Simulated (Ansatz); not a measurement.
# SnTe: equation of state with revPBE+D3(BJ)

The system is SnTe.

```
CELL_PARAMETERS angstrom
0.00000 3.15085 3.15085
3.15085 0.00000 3.15085
3.15085 3.15085 0.00000
ATOMIC_POSITIONS crystal
Te 0.50000 0.50000 0.50000
Sn 0.00000 0.00000 0.00000
```

| Quantity | Value |
| --- | --- |
| Program | Ansatz 0.2.0 |
| Task | equation of state |
| Functional | revPBE |
| Dispersion | D3(BJ) |
| Potentials or basis | Ansatz PAW |
| Cutoff | 420 eV |
| Density cutoff | 1680 eV |
| k mesh | 7 × 7 × 7 |
| Occupations | fermi-dirac, width 0.05 eV |
| Spin | no spin polarisation |

```yaml
Equilibrium_volume: 30.76 Å³/atom
Bulk_modulus: 47 GPa
Pressure_derivative_of_the_bulk_modulus: "5.6 (rough: it moves with the points fitted)"
```

Energy against volume, from the lowest point:
```tsv
volume (Å³/atom)	energy (meV/atom)
29.404	9.54
30.030	2.65
30.656	0.00
31.281	1.15
31.907	5.66
32.532	13.12
33.158	22.95
```

All runs of the series together: 9.6 s on 2 threads of Intel(R) Xeon(R) Platinum 8488C (Sapphire Rapids), on a shared host.

Caveat: the potentials were made for another functional, which shifts forces and pressure. The run has no spin-orbit coupling, so splittings on Te are missing.
